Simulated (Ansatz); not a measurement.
**GdN (NiAs type): other levels of theory at one geometry**

One table from this session's results is given with a row withheld; the runs are named, their logs left out.

Program: Ansatz 0.2.0. Level of theory: DFT at several levels, plane waves, PAW. These are calculated values, not measurements.

1 further run of the same task is left out (it didn't finish). Runs told in other sessions of the task aren't counted.

**Starting point**

The structure is hexagonal, space group P6_3/mmc (No. 194). The conventional cell has a = 3.476 Å, b = 3.476 Å, c = 6.115 Å, α = 90.00°, β = 90.00°, γ = 120.00°. Gd (site symmetry -3m) has 6 N at 2.52 Å in its first shell of neighbours. N (site symmetry -6m2) is surrounded by 6 Gd at 2.52 Å.

Coordinates:

```xyz
4
Lattice="3.4760 0.0000 0.0000 -1.7380 3.0103 0.0000 0.0000 0.0000 6.1148" Properties=species:S:1:pos:R:3 pbc="T T T"
Gd    0.0000    0.0000    0.0000
Gd    0.0000    0.0000    3.0574
N     0.0000    2.0069    1.5287
N     1.7380    1.0034    4.5861
```

An earlier run at PBE+U (U_eff = 6 eV on Gd 4f) left this cell at 15.996 Å³/atom and 0.00 GPa (10×10×6 mesh), a metal on this mesh, spin moments in the atoms' spheres Gd 6.95; N -0.13 μB.

Levels to run: PBE+U with U = 3 eV on Gd 4f; PBE+U with U = 1 eV on Gd 4f; PBE+U with U = 5 eV on Gd 4f; PBE+U+SOC with U = 6 eV on Gd 4f, moments along [001]; HSE06. Hardware: 2 threads of Arm Neoverse V2, shared host.

Set-up of the first run:

input.yaml

```yaml
crystal:
  lattice:
    - [3.4759759491, 0.0, 0.0]
    - [-1.7379879745, 3.0102834748, 0.0]
    - [0.0, 0.0, 6.1148182391]
  atoms:
    - { symbol: Gd, position: [0.0, 0.0, 0.0], spin: 7.64 }
    - { symbol: Gd, position: [0.0, 0.0, 0.5], spin: 7.64 }
    - { symbol: "N", position: [0.3333333333, 0.6666666667, 0.25] }
    - { symbol: "N", position: [0.6666666667, 0.3333333333, 0.75] }
basis:
  ecutwfc: 420
  ecutrho_ratio: 4
kpoints:
  mp_grid: { grid: [10, 10, 6] }
hamiltonian:
  xc: pbe
  hubbard: { sites: [{ species: Gd, l: f, u_eff: 3.0 }] }
scf:
  occupations: { method: gaussian, width: 0.05 }
  lower_state_search: "off"
output:
  forces: true
  stress: true
  eigenvalues: true
  populations: true
  hubbard: { sites: [{ species: Gd, l: f }] }
  dos: { projected: true, de: 0.02 }
magnetization:
  spin_polarized: true
checkpoint:
  read: start.run
  write: ck
  compress: false
  write_wavefunctions: false
  write_every: 100000
```

start.run holds the state of a PBE+U run on this cell.

Launch:

```sh
> ansatz run input.yaml --threads 2 --pin off --max-ram 2662MiB --backend cpu --events-out ev --progress --plain --runs-dir out
```

Steps of the session up to this table: PBE+U with U = 3 eV on Gd 4f; PBE+U with U = 1 eV on Gd 4f; PBE+U with U = 5 eV on Gd 4f; Seeding on a coarse mesh: PBE+U+SOC with U = 6 eV on Gd 4f, moments along [001]; PBE+U+SOC with U = 6 eV on Gd 4f, moments along [001]; HSE06.

One table of the session follows, with a row left open; its other results are not shown here.

| level | pressure (GPa) | largest spin moment (μB) |
| --- | --- | --- |
| PBE+U with U = 6 eV on Gd 4f | 0.0 | 6.95 |
| PBE+U with U = 1 eV on Gd 4f | -1.5 | 6.88 |
| PBE+U with U = 3 eV on Gd 4f | -0.8 | 6.92 |
| PBE+U with U = 5 eV on Gd 4f | ? | ? |
| PBE+U+SOC with U = 6 eV on Gd 4f, moments along [001] | -0.1 | 6.89 |
| HSE06 | -2.9 | 6.95 |

Estimate the missing values for PBE+U with U = 5 eV on Gd 4f.

**Answer.** pressure (GPa): -0.3; largest spin moment (μB): 6.94. In the column «pressure (GPa)» it lies between PBE+U with U = 3 eV on Gd 4f (-0.8) and PBE+U+SOC with U = 6 eV on Gd 4f, moments along [001] (-0.1).

Caveats from the session: Runs that start from the base's state can stay on it, so another U may have a lower state that wasn't reached. Warnings in the runs' records: filled band counts differ across k points, stress scf threshold loose, stability check not made, stress exchange threshold loose.
